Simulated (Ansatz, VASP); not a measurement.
One calculation of InP, two programs

```xyz
2
Lattice="0.0000 2.9800 2.9800 2.9800 0.0000 2.9800 2.9800 2.9800 0.0000" Properties=species:S:1:pos:R:3 pbc="T T T"
In    0.0000    0.0000    0.0000
P     1.4900    1.4900    1.4900
```

Alike in both runs: task relaxation of cell and atoms; functional PBE; k mesh 10 × 10 × 10; occupations gaussian, width 0.02 eV; no spin polarisation.

```csv
,VASP,Ansatz
version,VASP 6.6.1,Ansatz 0.2.0
potentials or method,"VASP PAW PBE potentials, release 64 (In_d, P)","scalar-relativistic, plane waves, PAW"
plane-wave cutoff (eV),600,420
valence electrons in the cell,18,18
```

Ansatz gave:

* gap on the k mesh at the Fermi level, each at its own relaxed structure (eV): 0.44
* relaxed volume (Å³/atom): 26.46
* relaxed cell length with the largest relative difference (Å): 4.214

Q: Which values does VASP return?

A: gap on the k mesh at the Fermi level, each at its own relaxed structure (eV): 0.44; relaxed volume (Å³/atom): 26.44; relaxed cell length with the largest relative difference (Å): 4.213.

Caveats: spin-orbit coupling is left out, which moves the levels of the heavy elements.
